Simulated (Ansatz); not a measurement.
## Li2H and its competing phases

Theory: DFT PBE, scalar-relativistic, plane waves, PAW (Ansatz 0.2.0). All cells share a 420 eV cutoff and Γ-centred k meshes spaced at most about 0.3 Å⁻¹ (about 0.25 or finer for metals, 2π included). No spin polarisation.

The zero of energy is the elements' standard structures at the same level (H₂ as a molecule); no fitted shifts are applied.

These are static total energies at zero pressure. With hydrogen, zero-point motion can shift formation energies by some tens of meV/atom.

The competitors are the elements and 1 reference phase of this chemical system (from databases or known types: LiH), relaxed at the same level; other known phases may be missing.

The candidate was reached from: random cell.

```yaml
crystal:
  lattice:
    - [1.36594, -2.73118, 0.00000]
    - [1.36594, 2.73118, 0.00000]
    - [0.00000, 0.00000, 5.32306]
  atoms:
    - { symbol: Li, position: [0.00000, 0.00000, 0.76192] }
    - { symbol: Li, position: [0.00000, 0.00000, 0.23808] }
    - { symbol: H, position: [0.50000, 0.50000, 0.00000] }
```

The lowest competing mixture at this composition:

| phase | space group | source | share of atoms | ΔE_f (eV/atom) |
| --- | --- | --- | --- | --- |
| Li | - | element | 0.3333 | -0.0036 |
| LiH | Fm-3m (No. 225) | textbook type | 0.6667 | -0.417 |

The lowest database cell of Li (-0.0036) lies slightly below the reference, hence the non-zero entry.

**Question.** What are the hull's energy here, the candidate's formation energy and its margin?

**Answer.** The hull lies at -0.279 eV/atom, the weighted sum of the last column. The candidate has -0.158 eV/atom, which is 121 meV/atom above it. The candidate matches no cell in the subsets of the Crystallography Open Database and the Materials Project at hand. It is metastable at best. Whether it is a true minimum wasn't tested by phonons.
